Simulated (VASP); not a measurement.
# Pb (Fm-3m) in VASP: further runs

The runs below take Pb through relaxation of the atoms, relaxation of cell and atoms, with PBE.

Everything below comes from runs of VASP 6.6.1. Logs are shortened: lines on timing, memory, paths and dates and some standing lists are left out, and cuts for length are marked.

## Step 1: The crystal as given

The structure is cubic, space group Fm-3m (No. 225). Conventional cell: a = 4.950 Å, b = 4.950 Å, c = 4.950 Å, α = 90.00°, β = 90.00°, γ = 90.00°. Pb (site symmetry m-3m) has 12 Pb at 3.50 Å as nearest neighbours.

## Step 2: Relaxation of the atoms, PBE (a relaxed cell with its volume scaled by 1.06)

INCAR reads:

```
PREC = Accurate
ENCUT = 300
EDIFF = 1E-7
ISMEAR = 1
SIGMA = 0.1
LREAL = F
LASPH = T
NELM = 80
ALGO = Fast
ISIF = 2
LWAVE = F
LCHARG = F
GGA = PE
IBRION = 2
NSW = 40
EDIFFG = -0.01
```

KPOINTS reads:

```
Automatic mesh
0
Gamma
  7 7 7
```

POSCAR reads:

```
Pb                                      
1.0
    0.0000000000      2.5731751885      2.5731751885
    2.5731751885      0.0000000000      2.5731751885
    2.5731751885      2.5731751885      0.0000000000
  Pb            
     1
Direct
     0.0000000000000000    0.0000000000000000    0.0000000000000000
```

Potentials or basis: VASP PAW PBE potentials, release 64 (Pb).

Launch:

```console
$ cat potpaw_PBE.64/Pb/POTCAR > POTCAR
$ mpirun -np 1 vasp_std > vasp.out
```

OUTCAR:

```text
PREC = Accurate
   ENCUT = 300
   EDIFF = 1E-7
   ISMEAR = 1
   LREAL = F
   LASPH = T
   NELM = 80
   ISIF = 2
   GGA = PE
   IBRION = 2
   NSW = 40
   EDIFFG = -0.01

 ion  position               nearest neighbor table
   1  0.000  0.000  0.000-

  LATTYP: Found a face centered cubic cell.
 ALAT       =     5.1463503770

  Lattice vectors:

 A1 = (   0.0000000000,   2.5731751885,   2.5731751885)
 A2 = (   2.5731751885,   0.0000000000,   2.5731751885)
 A3 = (   2.5731751885,   2.5731751885,   0.0000000000)

Analysis of symmetry for initial positions (statically):
=====================================================================
 Subroutine PRICEL returns:
 Original cell was already a primitive cell.

 Routine SETGRP: Setting up the symmetry group for a
 face centered cubic supercell.

 Subroutine GETGRP returns: Found 48 space group operations
 (whereof 48 operations were pure point group operations)
 out of a pool of 48 trial point group operations.

The static configuration has the point symmetry O_h .

Analysis of symmetry for dynamics (positions and initial velocities):
=====================================================================
 Subroutine PRICEL returns:
 Original cell was already a primitive cell.

 Routine SETGRP: Setting up the symmetry group for a
 face centered cubic supercell.

 Subroutine GETGRP returns: Found 48 space group operations
 (whereof 48 operations were pure point group operations)
 out of a pool of 48 trial point group operations.

The dynamic configuration has the point symmetry O_h .

 Subroutine INISYM returns: Found 48 space group operations
 (whereof 48 operations are pure point group operations),
 and found     1 'primitive' translations

----------------------------------------------------------------------------------------

                                     Primitive cell

  volume of cell :      34.0752

  direct lattice vectors                    reciprocal lattice vectors
     0.000000000  2.573175189  2.573175189    -0.194312460  0.194312460  0.194312460
     2.573175189  0.000000000  2.573175189     0.194312460 -0.194312460  0.194312460
     2.573175189  2.573175189  0.000000000     0.194312460  0.194312460 -0.194312460

  length of vectors
     3.639019250  3.639019250  3.639019250     0.336559053  0.336559053  0.336559053

  position of ions in fractional coordinates (direct lattice)
     0.000000000  0.000000000  0.000000000

  ion indices of the primitive-cell ions
   primitive index   ion index
                 1           1

----------------------------------------------------------------------------------------

 KPOINTS: Automatic mesh

Automatic generation of k-mesh.
 Grid dimensions read from file:
 generate k-points for:    7    7    7

 Generating k-lattice:

  Cartesian coordinates                     Fractional coordinates (reciprocal lattice)
    -0.027758923  0.027758923  0.027758923     0.142857143  0.000000000  0.000000000
     0.027758923 -0.027758923  0.027758923     0.000000000  0.142857143  0.000000000
     0.027758923  0.027758923 -0.027758923     0.000000000  0.000000000  0.142857143

  Length of vectors
     0.048079865  0.048079865  0.048079865

  Shift w.r.t. Gamma in fractional coordinates (k-lattice)
     0.000000000  0.000000000  0.000000000

 Subroutine IBZKPT returns following result:
 ===========================================

 Found     20 irreducible k-points:

 Following reciprocal coordinates:
            Coordinates               Weight
  0.000000  0.000000  0.000000      1.000000
  0.142857  0.000000  0.000000      8.000000
  0.285714  0.000000  0.000000      8.000000
  0.428571  0.000000  0.000000      8.000000
  0.142857  0.142857  0.000000      6.000000
  0.285714  0.142857  0.000000     24.000000
  0.428571  0.142857  0.000000     24.000000
 -0.428571  0.142857  0.000000     24.000000
 -0.285714  0.142857  0.000000     24.000000
 -0.142857  0.142857  0.000000     12.000000
  0.285714  0.285714  0.000000      6.000000
  0.428571  0.285714  0.000000     24.000000
 -0.428571  0.285714  0.000000     24.000000
 -0.285714  0.285714  0.000000     12.000000
  0.428571  0.428571  0.000000      6.000000
 -0.428571  0.428571  0.000000     12.000000
  0.428571  0.285714  0.142857     24.000000
 -0.428571  0.285714  0.142857     48.000000
 -0.428571  0.428571  0.142857     24.000000
 -0.285714  0.428571  0.142857     24.000000
   k-points           NKPTS =     20   k-points in BZ     NKDIM =     20   number of bands    NBANDS=      6
   number of dos      NEDOS =    301   number of ions     NIONS =      1
   total plane-waves  NPLWV =  13824
   dimension x,y,z NGX =    24 NGY =   24 NGZ =   24
   dimension x,y,z NGXF=    48 NGYF=   48 NGZF=   48
   ions per type =               1
   NGX,Y,Z   is equivalent  to a cutoff of  10.96, 10.96, 10.96 a.u.
   NGXF,Y,Z  is equivalent  to a cutoff of  21.93, 21.93, 21.93 a.u.
 SYSTEM =  unknown system
   PREC   = accura    normal or accurate (medium, high low for compatibility)
   ISTART =      0    job   : 0-new  1-cont  2-samecut
   ICHARG =      2    charge: 1-file 2-atom 10-const
   ISPIN  =      1    spin polarized calculation?
   LNONCOLLINEAR =      F non collinear calculations
   LSORBIT =      F    spin-orbit coupling
   LASPH  =      T    aspherical Exc in radial PAW
   ENCUT  =  300.0 eV  22.05 Ry    4.70 a.u.   5.14  5.14  5.14*2*pi/ulx,y,z
   NELM   =     80;   NELMIN=  2; NELMDL= -5     # of ELM steps
   EDIFF  = 0.1E-06   stopping-criterion for ELM
   LREAL  =      F    real-space projection
   EDIFFG = -.1E-01   stopping-criterion for IOM
   NSW    =     40    number of steps for IOM
   IBRION =      2    ionic relax: 0-MD 1-quasi-New 2-CG
   NFREE  =      1    steps in history (QN), initial steepest desc. (CG)
   ISIF   =      2    stress and relaxation
   ISYM   =      2    0-nonsym 1-usesym 2-fastsym
   POTIM  = 0.5000    time-step for ionic-motion
   TEBEG  =    0.0;   TEEND  =   0.0 temperature during run
   PSTRESS=    0.0 pullay stress
   NELECT =       4.0000    total number of electrons
   NUPDOWN=      -1.0000    fix difference up-down
   EMIN   =  10.00;   EMAX   =-10.00  energy-range for DOS
   EFERMI =   0.00;   METHOD = LEGACY
   ISMEAR =     1;   SIGMA  =   0.10  broadening in eV -4-tet -1-fermi 0-gaus
   EFERMI_NEDOS =   21; number of points for ismear=-14 and -15
   IALGO  =     68    algorithm
   IMIX   =      4    mixing-type and parameters
     AMIX     =   0.40;   BMIX     =  1.00
     AMIX_MAG =   1.60;   BMIX_MAG =  1.00
  volume/ion in A,a.u.               =      34.08       229.95
  Fermi-wavevector in a.u.,A,eV,Ry     =   0.801584  1.514773  8.742236  0.642536
  Thomas-Fermi vector in A             =   1.909098
   LORBIT       =      0    0 simple, 1 ext, 2 COOP (PROOUT), +10 PAW based schemes
   GGA     = PE    functional components
   LHFCALC =     F    Hartree Fock is set to
   AEXX    =    0.0000 exact exchange contribution
   IVDW    =     0    specifies the selected vdW correction
   LEPSILON=     F    determine dielectric tensor
   LRPA    =     F    only Hartree local field effects (RPA)
 conjugate gradient relaxation of ions
 non-spin polarized calculation
 RMM-DIIS sequential band-by-band and
 Methfessel and Paxton  Order N= 1 SIGMA  =   0.10
  energy-cutoff  :      300.00
  volume of cell :       34.08
 maximum number of plane-waves:       411
 NGX is ok and might be reduce to    24
   NGX = 11   NGY = 11   NGZ = 11

 number of electron       4.0000000 magnetization

 Free energy of the ion-electron system (eV)
  ---------------------------------------------------
  ext. energy  EPLUGINS =         0.00000000
  ---------------------------------------------------
  free energy    TOTEN  =        -3.57258640 eV

  energy without entropy =       -3.57210741  energy(sigma->0) =       -3.57242673

 E-fermi :   3.8622     XC(G=0):  -9.4885

 val. band max:        3.8131477803   @ k =  -0.4286   0.2857   0.0000
 cond. band min:       4.3424224320   @ k =  -0.4286   0.4286   0.0000
 fundamental gap:      0.5292746517
 Fermi energy:         3.8622273188

 k-point     1 :       0.0000    0.0000    0.0000
  band No.  band energies     occupation
      1      -7.0192      2.00000
      2      10.5331      0.00000
      3      10.5331      0.00000
      4      10.5331      0.00000
      5      13.6870      0.00000
      6      13.8288      0.00000

 k-point     2 :       0.1429    0.0000    0.0000
  band No.  band energies     occupation
      1      -6.6747      2.00000
      2       7.5178      0.00000
      3      10.1498      0.00000
      4      10.1498      0.00000
      5      12.7804      0.00000
      6      15.5418      0.00000

 k-point     3 :       0.2857    0.0000    0.0000
  band No.  band energies     occupation
      1      -5.6817      2.00000
      2       3.6654      2.01770
      3       9.4712      0.00000
      4       9.4712      0.00000
      5      12.2766      0.00000
      6      14.5454      0.00000

 k-point     4 :       0.4286    0.0000    0.0000
  band No.  band energies     occupation
      1      -4.3682      2.00000
      2       0.8259      2.00000
      3       9.0199      0.00000
      4       9.0199      0.00000
      5      12.2787      0.00000
      6      13.3459      0.00000

 k-point     5 :       0.1429    0.1429    0.0000
  band No.  band energies     occupation
      1      -6.5593      2.00000
      2       8.1872      0.00000
      3       9.0859      0.00000
      4       9.0859      0.00000
      5      12.2030      0.00000
      6      13.9124      0.00000

 k-point     6 :       0.2857    0.1429    0.0000
  band No.  band energies     occupation
      1      -5.7778      2.00000
      2       4.9711     -0.00000
      3       8.2422      0.00000
      4       8.3665      0.00000
      5      12.0144      0.00000
      6      13.3759      0.00000

 k-point     7 :       0.4286    0.1429    0.0000
  band No.  band energies     occupation
      1      -4.5108      2.00000
      2       1.8588      2.00000
      3       7.2784      0.00000
      4       7.9802      0.00000
      5      11.4598      0.00000
      6      14.7861      0.00000

 k-point     8 :      -0.4286    0.1429    0.0000
  band No.  band energies     occupation
      1      -3.8666      2.00000
      2       0.7426      2.00000
      3       6.5267      0.00000
      4       8.4047      0.00000
      5      11.6553      0.00000
      6      14.3128      0.00000

 k-point     9 :      -0.2857    0.1429    0.0000
  band No.  band energies     occupation
      1      -4.9629      2.00000
      2       2.7977      2.00000
      3       6.4402      0.00000
      4       9.4077      0.00000
      5      12.5693      0.00000
      6      14.0588      0.00000

 k-point    10 :      -0.1429    0.1429    0.0000
  band No.  band energies     occupation
      1      -6.1110      2.00000
      2       5.8261     -0.00000
      3       7.4627      0.00000
      4      10.3977      0.00000
      5      13.8222      0.00000
      6      14.1708      0.00000

 k-point    11 :       0.2857    0.2857    0.0000
  band No.  band energies     occupation
      1      -5.2233      2.00000
      2       4.8689     -0.00000
      3       7.1603      0.00000
      4       7.1603      0.00000
      5      10.6672      0.00000
      6      10.9292      0.00000

 k-point    12 :       0.4286    0.2857    0.0000
  band No.  band energies     occupation
      1      -4.1436      2.00000
      2       2.8558      2.00000
      3       5.4816     -0.00000
      4       6.7269      0.00000
      5      10.1944      0.00000
      6      12.2425      0.00000

 k-point    13 :      -0.4286    0.2857    0.0000
  band No.  band energies     occupation
      1      -3.2484      2.00000
      2       1.6544      2.00000
      3       3.8131      1.73000
      4       7.0736      0.00000
      5      10.3695      0.00000
      6      15.3717      0.00000

 k-point    14 :      -0.2857    0.2857    0.0000
  band No.  band energies     occupation
      1      -3.8417      2.00000
      2       2.4356      2.00000
      3       3.6185      2.00306
      4       8.1243      0.00000
      5      11.1522      0.00000
      6      16.8792      0.00000

 k-point    15 :       0.4286    0.4286    0.0000
  band No.  band energies     occupation
      1      -3.3685      2.00000
      2       1.7991      2.00000
      3       6.0564      0.00000
      4       6.0564      0.00000
      5       9.1963      0.00000
      6      10.3061      0.00000

 k-point    16 :      -0.4286    0.4286    0.0000
  band No.  band energies     occupation
      1      -2.8730      2.00000
      2       1.4419      2.00000
      3       4.3424     -0.00000
      4       6.1815      0.00000
      5       9.6463      0.00000
      6      11.8747      0.00000

 k-point    17 :       0.4286    0.2857    0.1429
  band No.  band energies     occupation
      1      -4.8352      2.00000
      2       3.6550      2.01257
      3       5.5579     -0.00000
      4       7.7785      0.00000
      5      12.4224      0.00000
      6      13.1452      0.00000

 k-point    18 :      -0.4286    0.2857    0.1429
  band No.  band energies     occupation
      1      -3.6572      2.00000
      2       1.7518      2.00000
      3       4.7064     -0.00000
      4       6.7124      0.00000
      5      12.4306      0.00000
      6      14.1476      0.00000

 k-point    19 :      -0.4286    0.4286    0.1429
  band No.  band energies     occupation
      1      -3.1984      2.00000
      2       2.0599      2.00000
      3       4.4987     -0.00000
      4       5.1593     -0.00000
      5      11.5385      0.00000
      6      12.4723      0.00000

 k-point    20 :      -0.2857    0.4286    0.1429
  band No.  band energies     occupation
      1      -2.9324      2.00000
      2       2.5404      2.00000
      3       2.7485      2.00000
      4       5.3638     -0.00000
      5      12.3391      0.00000
      6      15.3812      0.00000

------------------------ aborting loop because EDIFF is reached ----------------------------------------

  FORCE on cell =-STRESS in cart. coord.  units (eV):
  Direction    XX          YY          ZZ          XY          YZ          ZX
  --------------------------------------------------------------------------------------
  -------------------------------------------------------------------------------------
  Total       -0.4557751     -0.4557751     -0.4557751      0.0000000      0.0000000      0.0000000
  in kB      -21.4300483    -21.4300483    -21.4300483      0.0000000      0.0000000      0.0000000
  external PRESSURE =     -21.4300483 kB  Pullay stress =       0.0000000 kB

 VOLUME and BASIS-vectors are now :
 -----------------------------------------------------------------------------
  energy-cutoff  :      300.00
  volume of cell :       34.08
      direct lattice vectors                 reciprocal lattice vectors
     0.000000000  2.573175189  2.573175189    -0.194312460  0.194312460  0.194312460
     2.573175189  0.000000000  2.573175189     0.194312460 -0.194312460  0.194312460
     2.573175189  2.573175189  0.000000000     0.194312460  0.194312460 -0.194312460

 POSITION                                       TOTAL-FORCE (eV/Angst)
 -----------------------------------------------------------------------------------
      0.00000      0.00000      0.00000         0.000000      0.000000      0.000000
 -----------------------------------------------------------------------------------
    total drift:                                0.000000      0.000000     -0.000000

  FREE ENERGIE OF THE ION-ELECTRON SYSTEM (eV)
  ---------------------------------------------------
  free  energy   TOTEN  =        -3.5725863973 eV

  energy  without entropy=       -3.5721074075  energy(sigma->0) =       -3.57242673

 reached required accuracy - stopping structural energy minimisation
```

It took 1.9 s on 1 thread of Intel Xeon 6975P-C (Granite Rapids), shared host; peak memory 0.14 GiB.

What came out:

```yaml
Free_energy: -3.5726 eV
Pressure_after_relaxing: -2.1 GPa
Band_gap_on_the_k_mesh: none (metal or under the smearing width)
```

Final structure:
```cif
data_structure
_symmetry_space_group_name_H-M 'P 1'
_symmetry_Int_Tables_number 1
_cell_length_a 3.6390
_cell_length_b 3.6390
_cell_length_c 3.6390
_cell_angle_alpha 60.000
_cell_angle_beta 60.000
_cell_angle_gamma 60.000
_cell_volume 34.08
loop_
_atom_site_label
_atom_site_type_symbol
_atom_site_fract_x
_atom_site_fract_y
_atom_site_fract_z
_atom_site_occupancy
Pb1 Pb 0.00000 0.00000 0.00000 1
```

Caveat: the relaxation stopped at its first step, so nothing moved.

[end of part 1 of 2]
